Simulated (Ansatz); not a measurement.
**Boron, A15 under RPBE: structure and ground-state energy**

Aim: take boron in the A15 structure, relax it, then solve it on a dense k-mesh. Spin polarisation is left out. The k-meshes are 7×7×7 for the relaxation; 9×9×9 for the dense run.

Computed with Ansatz 0.2.0 (DFT RPBE, plane waves (420 eV) with PAW, scalar-relativistic; PBE-made PAW files, unless a step says otherwise).

## (1) The system as given

The structure is cubic, space group Pm-3n (No. 223). The conventional cell has a = 3.743 Å, b = 3.743 Å, c = 3.743 Å, α = 90.00°, β = 90.00°, γ = 90.00°. B (site symmetry m-3) has 12 B at 2.09 Å as nearest neighbours. Around B (site symmetry -4m2) lie 6 B at 1.87 to 2.09 Å.

Coordinates:

```
B
1.0
     3.74283    0.00000    0.00000
     0.00000    3.74283    0.00000
     0.00000    0.00000    3.74283
B
8
Direct
  0.00000 0.00000 0.00000
  0.50000 0.50000 0.50000
  0.25000 0.00000 0.50000
  0.75000 0.00000 0.50000
  0.50000 0.25000 0.00000
  0.50000 0.75000 0.00000
  0.00000 0.50000 0.25000
  0.00000 0.50000 0.75000
```

## (2) Relaxation of the cell

Contents of input.yaml:

```yaml
crystal:
  lattice:
    - [3.7428346132, 0.0, 0.0]
    - [0.0, 3.7428346132, 0.0]
    - [0.0, 0.0, 3.7428346132]
  atoms:
    - { symbol: B, position: [0.0, 0.0, 0.0] }
    - { symbol: B, position: [0.5, 0.5, 0.5] }
    - { symbol: B, position: [0.25, 0.0, 0.5] }
    - { symbol: B, position: [0.75, 0.0, 0.5] }
    - { symbol: B, position: [0.5, 0.25, 0.0] }
    - { symbol: B, position: [0.5, 0.75, 0.0] }
    - { symbol: B, position: [0.0, 0.5, 0.25] }
    - { symbol: B, position: [0.0, 0.5, 0.75] }
hamiltonian:
  xc: rpbe
  pseudopotentials:
    kind: paw
    azcp:
      B: "pseudopotentials/B.paw.azcp"
basis:
  ecutwfc: 420
  fft_grid_basis: typed
kpoints:
  mp_grid: { grid: [7, 7, 7], shift: [0, 0, 0] }
magnetization:
  spin_polarized: false
scf:
  occupations: { method: fermi_dirac, width: 0.1 }
relax:
  max_steps: 60
  f_tol: 0.01
  cell: {}
output:
  write_density: true
  write_potential: true
  elf: true
  volumetric_format: npy
```

Command:

```console
$ ansatz run input.yaml --threads 4 --pin off --max-ram 8192MiB --backend cpu --events-out ev --progress --plain --runs-dir out
```

Log:

```text
Warning: RAYON_NUM_THREADS=4 ignored (pool sized by the plan → 4); use --threads N
Engine: ansatz 0.2.0, aarch64-unknown-linux-gnu
Pseudopotentials: kind: paw
Pseudopotential: B, paw, valence charge 3, recommended cutoff 420 eV (normal), <dir>
Functional definition: RPBE
  parameter kappa = 0.804
  parameter beta = 0.06672455060314922
  exchange = rpbe_x(kappa = kappa, mu = beta*pi^2/3)
  correlation = pbe_c(beta = beta)
Crystal: 8 atoms, lattice volume = 52.433 Å³
Basis set: ecut = 420 eV, 1021 PW (Γ), exchange–correlation on 54×54×54 points (8 copies of the dense FFT grid, shifted against one another)
Bands: 20, of which v1, the nominal top of the filled ones, is band 12 counted from 1 (11 counted from 0)
Symmetry: 48 space group operations
Space group: Pm-3n (ITA 223), of the structure as read, at distance tolerance 3.7e-5 Å
k-points: 20 of 343
Non-local potential: B, projectors of the file, l = 0: 2, l = 1: 2, l = 2: 1
PAW form: soft (Blöchl's): semilocal exchange-correlation on the pseudo side does not see the compensation charge
PAW frozen core: B, regenerated for the run's functional, and the local potential with it (the file was generated under x = pbe(κ = 0.804, μ = 0.2195149727645171), c = pbe(β = 0.06672455060314922))
PAW one-centre angular grid: B, 110 points (default); XC on 64 Gauss nodes
Initial density: superposition of atomic densities (neutral atoms: chi_scale 0, normalization atom), corrected by the library's trained network
Initial wavefunctions: pseudopotential atomic-orbital guess
Functional: x = rpbe, c = pbe(β = 0.06672455060314922)
SCF iter   1: F=—  HF=-1243.888561 eV  |F-HF|=—  |Δ(HF+E_count)|=         —  Δρ=7.46e-3  dr2=2.70e-2  ethr=1.77e-3  ⟨swp⟩=4.2  Hψ=1756  notcnv=0  defer=1
preconditioner: auto → Kerker (q_TF=auto, 2.395 Å⁻¹)  [metal: Δε(μ)=0.190 eV  Ē_g=10.989 eV  σ=0.100 eV  W_gap=0.43  n_scr=18 (ndim 8)  ℏωp=25.1 eV  f_vac=0.000  D(μ)=1.56/eV (n_scr^D=6)]
SCF iter   2: F=—  HF=-1243.882833 eV  |F-HF|=—  |Δ(HF+E_count)|=   5.73e-3  Δρ=3.85e-3  dr2=6.14e-3  ethr=1.13e-4  ⟨swp⟩=1.1  Hψ=561  notcnv=0  defer=2
SCF iter   3: F=—  HF=-1243.881080 eV  |F-HF|=—  |Δ(HF+E_count)|=   1.75e-3  Δρ=5.20e-4  dr2=8.34e-5  ethr=2.56e-5  ⟨swp⟩=2.6  Hψ=622  notcnv=0  defer=2
SCF iter   4: F=—  HF=-1243.881057 eV  |F-HF|=—  |Δ(HF+E_count)|=   2.31e-5  Δρ=3.67e-5  dr2=5.51e-7  ethr=3.48e-7  ⟨swp⟩=2.1  Hψ=617  notcnv=0  defer=2
iter 5 did not close the SCF: its close was put off for the readings that it lacked (scf_convergence_deferred on its scf_iter line)
SCF iter   5: F=-1243.881057 eV  HF=-1243.881057 eV  |F-HF|=2.42e-10  |Δ(HF+E_count)|=   4.78e-8  Δρ=5.06e-6  dr2=5.72e-9  ethr=2.30e-9  ⟨swp⟩=2.7  Hψ=622  notcnv=0  defer=2
SCF iter   6: F=-1243.881057 eV  HF=-1243.881057 eV  |F-HF|=2.05e-11  |Δ(HF+E_count)|=   1.09e-9  Δρ=5.85e-7  dr2=6.76e-11  ethr=2.38e-11  ⟨swp⟩=3.9  Hψ=1755  notcnv=0
SCF 1 converged in 6 iterations: F = -1243.881057 eV  dr2 = 6.76e-11
relax step   1: F+E_penalty+E_count = -1243.88105724 eV  Δ(F+E_penalty+E_count) = +0.000e0 eV  max|allowed force component| = 1.989e-16 eV/Å  Δτ_max = 0.0000 Å  P = -10.097 GPa  Ω = 52.433 Å³  (6 SCF iters, accepted)
Crystal: 8 atoms, lattice volume = 51.130 Å³
Initial density: handed on by an earlier stage of this run
Initial wavefunctions: those handed on with the density
iter 1 solved again at ethr=2.52e-6 eV; its pass at ethr=3.10e-3 eV (dr2=6.06e-4 eV) is discarded
SCF iter   1: F=—  HF=-1243.945121 eV  |F-HF|=—  |Δ(HF+E_count)|=         —  Δρ=1.41e-3  dr2=6.48e-4  ethr=2.52e-6  ⟨swp⟩=2.5  Hψ=2356  notcnv=0
preconditioner: auto → Kerker (q_TF=auto, 2.405 Å⁻¹)  [metal: Δε(μ)=0.186 eV  Ē_g=11.212 eV  σ=0.100 eV  W_gap=0.43  n_scr=18 (ndim 8)  ℏωp=25.4 eV  f_vac=0.000  D(μ)=1.59/eV (n_scr^D=6)]
SCF iter   2: F=—  HF=-1243.944950 eV  |F-HF|=—  |Δ(HF+E_count)|=   1.71e-4  Δρ=8.30e-4  dr2=2.29e-4  ethr=2.52e-6  ⟨swp⟩=1.0  Hψ=400  notcnv=0
SCF iter   3: F=—  HF=-1243.944869 eV  |F-HF|=—  |Δ(HF+E_count)|=   8.11e-5  Δρ=7.07e-5  dr2=1.75e-6  ethr=9.56e-7  ⟨swp⟩=1.9  Hψ=629  notcnv=0
SCF iter   4: F=-1243.944869 eV  HF=-1243.944869 eV  |F-HF|=1.63e-9  |Δ(HF+E_count)|=   2.64e-7  Δρ=5.63e-6  dr2=7.58e-9  ethr=3.33e-9  ⟨swp⟩=7.2  Hψ=1895  notcnv=0
SCF 2 converged in 4 iterations: F = -1243.944869 eV  dr2 = 7.58e-9
relax step   2: F+E_penalty+E_count = -1243.94486890 eV  Δ(F+E_penalty+E_count) = -6.381e-2 eV  max|allowed force component| = 4.085e-16 eV/Å  Δτ_max = 0.0000 Å  P = -4.901 GPa  Ω = 51.130 Å³  energy of the carried Pulay correction = +2.393e-3 eV  (4 SCF iters, dr2 threshold 8.00e-7 eV, accepted)
Crystal: 8 atoms, lattice volume = 49.959 Å³
Basis set: ecut = 420 eV, 949 PW (Γ), exchange–correlation on 54×54×54 points (8 copies of the dense FFT grid, shifted against one another)
iter 1 solved again at ethr=2.15e-6 eV; its pass at ethr=3.10e-3 eV (dr2=5.17e-4 eV) is discarded
SCF iter   1: F=—  HF=-1243.964254 eV  |F-HF|=—  |Δ(HF+E_count)|=         —  Δρ=1.33e-3  dr2=5.54e-4  ethr=2.15e-6  ⟨swp⟩=2.3  Hψ=2342  notcnv=0
preconditioner: auto → Kerker (q_TF=auto, 2.414 Å⁻¹)  [metal: Δε(μ)=0.140 eV  Ē_g=11.424 eV  σ=0.100 eV  W_gap=0.34  n_scr=18 (ndim 8)  ℏωp=25.7 eV  f_vac=0.000  D(μ)=1.60/eV (n_scr^D=6)]
SCF iter   2: F=—  HF=-1243.964111 eV  |F-HF|=—  |Δ(HF+E_count)|=   1.42e-4  Δρ=7.84e-4  dr2=1.96e-4  ethr=2.15e-6  ⟨swp⟩=1.0  Hψ=400  notcnv=0
SCF iter   3: F=—  HF=-1243.964044 eV  |F-HF|=—  |Δ(HF+E_count)|=   6.76e-5  Δρ=6.64e-5  dr2=1.48e-6  ethr=8.15e-7  ⟨swp⟩=1.9  Hψ=629  notcnv=0
SCF iter   4: F=-1243.964043 eV  HF=-1243.964043 eV  |F-HF|=2.02e-9  |Δ(HF+E_count)|=   2.21e-7  Δρ=5.28e-6  dr2=6.95e-9  ethr=3.33e-9  ⟨swp⟩=7.3  Hψ=1894  notcnv=0
SCF 3 converged in 4 iterations: F = -1243.964043 eV  dr2 = 6.95e-9
relax step   3: F+E_penalty+E_count = -1243.96404346 eV  Δ(F+E_penalty+E_count) = -1.917e-2 eV  max|allowed force component| = 1.926e-16 eV/Å  Δτ_max = 0.0000 Å  P = +0.352 GPa  Ω = 49.959 Å³  energy of the carried Pulay correction = +4.595e-3 eV  (4 SCF iters, dr2 threshold 8.00e-7 eV, accepted)
Crystal: 8 atoms, lattice volume = 50.034 Å³
iter 1 solved again at ethr=9.62e-9 eV; its pass at ethr=3.10e-3 eV (dr2=2.31e-6 eV) is discarded
SCF iter   1: F=—  HF=-1243.963984 eV  |F-HF|=—  |Δ(HF+E_count)|=         —  Δρ=8.94e-5  dr2=2.44e-6  ethr=9.62e-9  ⟨swp⟩=2.3  Hψ=2185  notcnv=0
preconditioner: auto → Kerker (q_TF=auto, 2.414 Å⁻¹)  [metal: Δε(μ)=0.137 eV  Ē_g=11.411 eV  σ=0.100 eV  W_gap=0.33  n_scr=18 (ndim 8)  ℏωp=25.7 eV  f_vac=0.000  D(μ)=1.59/eV (n_scr^D=6)]
SCF iter   2: F=—  HF=-1243.963983 eV  |F-HF|=—  |Δ(HF+E_count)|=   7.57e-7  Δρ=5.24e-5  dr2=8.61e-7  ethr=9.62e-9  ⟨swp⟩=1.0  Hψ=400  notcnv=0
SCF iter   3: F=-1243.963983 eV  HF=-1243.963983 eV  |F-HF|=1.28e-9  |Δ(HF+E_count)|=   2.86e-7  Δρ=4.29e-6  dr2=6.19e-9  ethr=1.29e-9  ⟨swp⟩=7.0  Hψ=1832  notcnv=0
SCF 4 converged in 3 iterations: F = -1243.963983 eV  dr2 = 6.19e-9
relax step   4: F+E_penalty+E_count = -1243.96398260 eV  Δ(F+E_penalty+E_count) = +6.086e-5 eV  max|allowed force component| = 2.272e-16 eV/Å  Δτ_max = 0.0000 Å  P = -0.002 GPa  Ω = 50.034 Å³  energy of the carried Pulay correction = +4.452e-3 eV  (3 SCF iters, dr2 threshold 3.09e-7 eV, accepted)
Basis set: ecut = 420 eV, 949 PW (Γ), exchange–correlation on 50×50×50 points (8 copies of the dense FFT grid, shifted against one another)
Initial wavefunctions: pseudopotential atomic-orbital guess (no wavefunctions were taken with the density)
iter 1 solved again at ethr=5.84e-9 eV; its pass at ethr=3.10e-3 eV (dr2=1.40e-6 eV) is discarded
SCF iter   1: F=—  HF=-1243.960353 eV  |F-HF|=—  |Δ(HF+E_count)|=         —  Δρ=1.23e-4  dr2=7.43e-7  ethr=5.84e-9  ⟨swp⟩=3.2  Hψ=2760  notcnv=0
preconditioner: auto → Kerker (q_TF=auto, 2.414 Å⁻¹)  [metal: Δε(μ)=0.138 eV  Ē_g=11.411 eV  σ=0.100 eV  W_gap=0.33  n_scr=18 (ndim 8)  ℏωp=25.7 eV  f_vac=0.000  D(μ)=1.59/eV (n_scr^D=6)]
SCF iter   2: F=—  HF=-1243.960356 eV  |F-HF|=—  |Δ(HF+E_count)|=   2.86e-6  Δρ=6.62e-5  dr2=2.17e-7  ethr=3.10e-9  ⟨swp⟩=2.0  Hψ=639  notcnv=0
SCF iter   3: F=—  HF=-1243.960357 eV  |F-HF|=—  |Δ(HF+E_count)|=   1.26e-6  Δρ=1.96e-6  dr2=7.22e-10  ethr=9.05e-10  ⟨swp⟩=2.0  Hψ=642  notcnv=0
SCF iter   4: F=-1243.960357 eV  HF=-1243.960357 eV  |F-HF|=1.82e-12  |Δ(HF+E_count)|=  1.16e-10  Δρ=1.75e-7  dr2=8.49e-12  ethr=1.00e-12  ⟨swp⟩=6.7  Hψ=1787  notcnv=0
SCF 5 converged in 4 iterations: F = -1243.960357 eV  dr2 = 8.49e-12
relax step   5: F+E_penalty+E_count = -1243.96035694 eV  Δ(F+E_penalty+E_count) = +3.626e-3 eV  max|allowed force component| = 2.521e-16 eV/Å  Δτ_max = 0.0000 Å  P = -0.104 GPa  Ω = 50.034 Å³  stress off target by 1.04e-1 GPa  SCF on the basis re-selected at this cell (its energy is not comparable with the rows above)  (4 SCF iters)
basis re-selected at this cell: Δ(F+E_penalty+E_count) = +3.626e-3 eV, ΔP = -0.102 GPa vs the last step (what re-selecting the basis moved, of the pressure what is left beyond the Pulay correction that the steps carried, after the strain that the cell walked since its last selection, with what the two solves' SCF thresholds leave and, on support functions, any second-order correction that the steps lacked; it is no measure of the basis error at this ecutwfc). The dense FFT grid was sized anew with the basis: this SCF ran on 25×25×25 points, the steps before it on 27×27×27, so part of this shift can come from that change (see relax.cell in the input reference). This SCF's stress stands 1.04e-1 GPa from its target on what of the cell is left free (relax.cell.stress_tol is 5.00e-2 GPa) and its largest allowed force component is 2.52e-16 eV/Å (relax.f_tol is 1.00e-2 eV/Å): not within both, so this SCF does not close the relaxation
Crystal: 8 atoms, lattice volume = 50.012 Å³
iter 1 solved again at ethr=8.16e-10 eV; its pass at ethr=3.10e-3 eV (dr2=1.96e-7 eV) is discarded
SCF iter   1: F=—  HF=-1243.960405 eV  |F-HF|=—  |Δ(HF+E_count)|=         —  Δρ=2.58e-5  dr2=2.08e-7  ethr=8.16e-10  ⟨swp⟩=2.2  Hψ=2186  notcnv=0
preconditioner: auto → Kerker (q_TF=auto, 2.414 Å⁻¹)  [metal: Δε(μ)=0.136 eV  Ē_g=11.415 eV  σ=0.100 eV  W_gap=0.33  n_scr=18 (ndim 8)  ℏωp=25.7 eV  f_vac=0.000  D(μ)=1.59/eV (n_scr^D=6)]
SCF iter   2: F=—  HF=-1243.960405 eV  |F-HF|=—  |Δ(HF+E_count)|=   3.10e-7  Δρ=1.52e-5  dr2=7.36e-8  ethr=8.16e-10  ⟨swp⟩=1.0  Hψ=400  notcnv=0
SCF iter   3: F=-1243.960405 eV  HF=-1243.960405 eV  |F-HF|=1.05e-10  |Δ(HF+E_count)|=   2.51e-8  Δρ=1.28e-6  dr2=5.43e-10  ethr=1.13e-10  ⟨swp⟩=6.3  Hψ=1697  notcnv=0
SCF 6 converged in 3 iterations: F = -1243.960405 eV  dr2 = 5.43e-10
relax step   6: F+E_penalty+E_count = -1243.96040482 eV  Δ(F+E_penalty+E_count) = -4.788e-5 eV  max|allowed force component| = 1.833e-16 eV/Å  Δτ_max = 0.0000 Å  P = -0.000 GPa  Ω = 50.012 Å³  energy of the carried Pulay correction = +4.065e-5 eV  (3 SCF iters, dr2 threshold 2.72e-8 eV, accepted)
iter 1 solved again at ethr=6.74e-9 eV; its pass at ethr=3.10e-3 eV (dr2=1.62e-6 eV) is discarded
SCF iter   1: F=—  HF=-1243.960405 eV  |F-HF|=—  |Δ(HF+E_count)|=         —  Δρ=1.29e-6  dr2=5.50e-10  ethr=6.74e-9  ⟨swp⟩=3.1  Hψ=2754  notcnv=0
SCF iter   2: F=—  HF=-1243.960405 eV  |F-HF|=—  |Δ(HF+E_count)|=   2.60e-7  Δρ=7.87e-7  dr2=2.05e-10  ethr=2.29e-12  ⟨swp⟩=2.8  Hψ=684  notcnv=0
SCF iter   3: F=-1243.960405 eV  HF=-1243.960405 eV  |F-HF|=9.09e-13  |Δ(HF+E_count)|=  2.59e-11  Δρ=6.89e-8  dr2=1.67e-12  ethr=1.00e-12  ⟨swp⟩=6.8  Hψ=1789  notcnv=0
SCF 7 converged in 3 iterations: F = -1243.960405 eV  dr2 = 1.67e-12
relax step   7: F+E_penalty+E_count = -1243.96040482 eV  Δ(F+E_penalty+E_count) = -3.070e-11 eV  max|allowed force component| = 1.509e-16 eV/Å  Δτ_max = 0.0000 Å  P = -0.001 GPa  Ω = 50.012 Å³  stress off target by 9.39e-4 GPa  SCF on the basis re-selected at this cell (its energy is not comparable with the rows above)  (3 SCF iters)
basis re-selected at this cell: Δ(F+E_penalty+E_count) = -3.070e-11 eV, ΔP = -0.001 GPa vs the last step (what re-selecting the basis moved, of the pressure what is left beyond the Pulay correction that the steps carried, after the strain that the cell walked since its last selection, with what the two solves' SCF thresholds leave and, on support functions, any second-order correction that the steps lacked; it is no measure of the basis error at this ecutwfc). This SCF's stress stands 9.39e-4 GPa from its target on what of the cell is left free (relax.cell.stress_tol is 5.00e-2 GPa) and its largest allowed force component is 1.51e-16 eV/Å (relax.f_tol is 1.00e-2 eV/Å): within both
SCF converged after 3 iterations
Free energy (F): -1243.960405 eV
Harris-Foulkes:  -1243.960405 eV  (|F-HF|=9.09e-13)
Internal energy: -1243.904203 eV  (E = F + TS)
E sigma→0 (E₀):  -1243.932304 eV
Entropy (-TS):   -0.056202 eV (-7.025 meV/atom)
Fermi energy:    13.645476 eV
--- Per-component energies (eV) ---
  E_band       = 139.787749
  E_kinetic    = 376.463012
  E_local      = -11.550157  (includes V_loc(G=0)·N_el)
  E_nonlocal   = 91.198576
  E_hartree    = 3.167034
  E_xc         = -256.811020
  E_vxc        = -305.260547  (∫ρ·V_xc dr)
  E_paw        = -635.365582  (= ΣΔE_a)
  E_vpaw       = -17.397188  (= ΣTr[D̂ρ^β])
  E_aug_tail   = -0.000011  (compensation charges beyond the density's cutoff)
  E_ewald      = -810.921455
  E_core_change = -0.084599  (= ΣΔE_core)
  E_smearing   = -0.056202  (= −TS)
  E_closure    = -0.000000  (closes the sum)
  Σ components = -1243.960405   (vs F -1243.960405, Δ=0.00e0)
--- Forces (eV/Å), atoms counted from 1 ---
  atom   1  B      0.00000000    -0.00000000     0.00000000
  atom   2  B     -0.00000000     0.00000000     0.00000000
  atom   3  B     -0.00000000    -0.00000000     0.00000000
  atom   4  B      0.00000000     0.00000000    -0.00000000
  atom   5  B      0.00000000     0.00000000     0.00000000
  atom   6  B     -0.00000000     0.00000000    -0.00000000
  atom   7  B     -0.00000000     0.00000000     0.00000000
  atom   8  B      0.00000000    -0.00000000    -0.00000000
  max |Σ_I F_I| component: 6.25e-17 eV/Å
--- Stress (GPa, compression-positive) ---
       -0.000939      -0.000000       0.000000
       -0.000000      -0.000939      -0.000000
       -0.000000      -0.000000      -0.000939
  P = ⅓ Tr σ = -0.0009 GPa (-0.009 kbar)
--- Band table (eV; the first three rows and the last of 20) ---
  k-point 0: bands = ["-4.9508", "3.4344", "3.4344", "3.4344", "4.1790", "4.1790", "4.2225", "11.2033", "11.2033", "11.2033", "11.3529", "11.3529", "13.5025", "13.5025", "13.5025", "15.7475", "15.7475", "15.7475", "17.4066", "18.4740"]
  k-point 1: bands = ["-4.7685", "1.5240", "3.6190", "3.6190", "4.3029", "4.3203", "6.2459", "9.8326", "10.0909", "10.0909", "10.8350", "12.6008", "13.6993", "13.8870", "13.8870", "16.6411", "16.7812", "16.7812", "17.8655", "18.1641"]
  k-point 2: bands = ["-4.2219", "-0.4239", "4.1565", "4.1565", "4.6307", "4.6370", "7.8268", "8.3560", "8.3560", "8.5409", "10.8691", "13.5630", "14.2844", "14.3229", "14.3229", "17.1960", "17.9400", "17.9400", "17.9957", "18.8735"]
  k-point 19: bands = ["-0.0522", "1.1792", "1.1792", "1.2358", "2.3992", "2.3992", "2.5139", "3.6540", "16.2658", "16.2658", "16.5086", "16.7981", "16.7981", "17.5089", "17.5089", "18.3650", "18.6914", "19.4075", "19.4075", "19.7089"]
--- Relaxed structure (5 steps of the walk, 5 accepted, 2 SCFs on fresh bases) ---
  F+E_penalty+E_count = -1243.96040482 eV   max|allowed force component| = 1.509e-16 eV/Å   (the final SCF, on the basis selected at the relaxed cell)
  cell:  # Å, volume = 50.0120 Å³
    - [3.6843273059148824, 1.7654357823549661e-34, 6.5200753325609536e-34]
    - [1.7654357823549661e-34, 3.6843273059148824, -6.419766481290786e-35]
    - [6.5200753325609536e-34, -6.419766481290786e-35, 3.6843273059148824]
  atoms:
    - { symbol: B, position: [-7.504066104495642e-36, -5.949652411421548e-35, -4.5560401348723556e-35] }
    - { symbol: B, position: [0.5, 0.5, 0.5] }
    - { symbol: B, position: [0.25, -2.138658839781259e-34, 0.5] }
    - { symbol: B, position: [0.75, 2.0636181787363016e-34, 0.5] }
    - { symbol: B, position: [0.5, 0.25, 5.89605193924658e-36] }
    - { symbol: B, position: [0.5, 0.75, -4.556040134872356e-35] }
    - { symbol: B, position: [1.3936122765491916e-35, 0.5, 0.25] }
    - { symbol: B, position: [1.3936122765491916e-35, 0.5, 0.75] }
```

It took 2.8 s on 4 threads of Arm Neoverse V1, shared host; peak memory 0.33 GiB.

The walk, from the log:

```
step  energy change (meV/atom)  largest force (eV/Å)  pressure (GPa)  volume (Å³/atom)
   1                      0.00                0.0000          -10.10             6.554
   2                     -7.98                0.0000           -4.90             6.391
   3                    -10.37                0.0000            0.35             6.245
   4                    -10.37                0.0000            0.00             6.254
   5                     -9.91                0.0000           -0.10             6.254
   6                     -9.92                0.0000            0.00             6.252
   7                     -9.92                0.0000            0.00             6.252
```

Steps that repeat a cell are solved on a basis chosen anew, so their changes of energy are no gain of the relaxation.

Changes in the cell that was computed:

|  | before | after | change |
| --- | --- | --- | --- |
| a (Å) | 3.743 | 3.684 | -1.6 % |
| b (Å) | 3.743 | 3.684 | -1.6 % |
| c (Å) | 3.743 | 3.684 | -1.6 % |
| volume (Å³/atom) | 6.554 | 6.252 | -4.6 % |
| shortest distance (Å) | 1.871 | 1.842 | -1.6 % |
| space group (spins left aside) | Pm-3n | Pm-3n | same |

[end of part 1 of 2]
